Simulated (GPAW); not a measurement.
Wanted: an ASE script for a GPAW 26.7.0 run.

| Property | Result |
| --- | --- |
| Task | single point |
| Functional | r2SCAN |
| Potentials or basis | GPAW PAW data sets (gpaw-data 1.2.1) |
| Cutoff | 500 eV |
| Basis | pw |
| k mesh | 9 × 9 × 9 |
| Occupations | fermi-dirac, width 0.05 eV |
| Spin | no spin polarisation |
| Maxiter | 120 |
| Convergence | default |

The structure of Si lies in POSCAR:

```
Si
1.0
    2.6205428149      0.0000000000      0.0000000000
   -1.3102714075      2.2694566494      0.0000000000
    0.0000000000      0.0000000000      2.4663543900
Si
1
Direct
    0.0000000000      0.0000000000      0.0000000000
```

This isn't the form of Si at room conditions, which is diamond.

These files were run (other wordings do the same):

run.py

```python
from ase.dft.bandgap import bandgap
from ase.io import read, write
from ase.units import GPa
from gpaw import GPAW, PW

atoms = read('POSCAR')

calc = GPAW(mode=PW(500),
            xc='MGGA_X_R2SCAN+MGGA_C_R2SCAN',
            kpts={'size': (9, 9, 9), 'gamma': True},
            occupations={'name': 'fermi-dirac', 'width': 0.05},
            nbands=8,
            maxiter=120,
            txt='gpaw.txt')
atoms.calc = calc
energy = atoms.get_potential_energy()
forces = atoms.get_forces()
stress = atoms.get_stress()
calc.write('gs.gpw')
write('result.traj', atoms)
print(f'Energy: {energy:.6f} eV')
print('Forces (eV/A):')
print(forces.round(4))
print('Stress (GPa):', (stress / GPa).round(3))
print('Fermi level:', round(calc.get_fermi_level(), 4), 'eV')
print(f'Gap: {bandgap(calc)[0]:.4f} eV, direct: {bandgap(calc, direct=True)[0]:.4f} eV')
```

Potentials or basis: GPAW PAW data sets (gpaw-data 1.2.1), pw.

Command:

```sh
$ OMP_NUM_THREADS=1 python run.py
```

Results of the run:

```yaml
Pressure: 3.0 GPa
Band_gap_on_the_k_mesh: none (metal or under the smearing width)
```

Caveat: the cutoff is short for stress and forces, so pressures can be off by a GPa or more; the PAW data sets were made with another functional, which shifts forces and pressure a little.

It took 10 s on 1 thread of Arm Neoverse V2, with other jobs on the host, peak memory 0.15 GiB.
